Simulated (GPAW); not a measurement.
Crystal: MnO.

```
Mn O
1.0
     3.37170    0.00000    0.00000
    -1.68585    2.91998    0.00000
     0.00000    0.00000    5.38550
Mn O
2 2
Direct
  0.66667 0.33333 0.51096
  0.33333 0.66667 0.01096
  0.66667 0.33333 0.87547
  0.33333 0.66667 0.37547
```

Measurements of this composition are mostly on another form, of space group No. 225.

Base run:

```yaml
Program: GPAW 26.7.0
Functional: PBEsol
Potentials_or_basis: PAW data sets generated in the run's folder for this functional
Cutoff: 600 eV
Basis: pw
k_mesh: 7 × 7 × 4
Occupations: fermi-dirac, width 0.05 eV
Spin: collinear spin, ferromagnetic start
Starting_moments: "[5.0, 5.0, 0.0, 0.0] μB"
```

Its results: band gap on the k mesh none (metal or under the smearing width); pressure -0.5 GPa; net moment 9.98 μB per cell; site moments Mn +4.30; O +0.16 μB; largest force 0.637 eV/Å.

Question: The run is repeated on the same cell with these changes: functional from PBEsol to LDA; potentials or basis from PAW data sets generated in the run's folder for this functional to the program's PAW data sets (release 1.2.1) made for this functional. What comes out?

Answer: Band gap on the k mesh none (metal or under the smearing width); pressure -7.4 GPa; net moment 9.82 μB per cell; site moments Mn +4.22; O +0.17 μB; largest force 0.548 eV/Å.

Caveats: the cutoff is short for stress and forces, so pressures can be off by a GPa or more; semilocal functionals often make such compounds metallic where correlation or magnetic order opens a gap, which also shifts bond lengths; only a ferromagnetic start was run, and an antiferromagnetic order may lie lower in energy.

Not every run made on this cell is shown here.
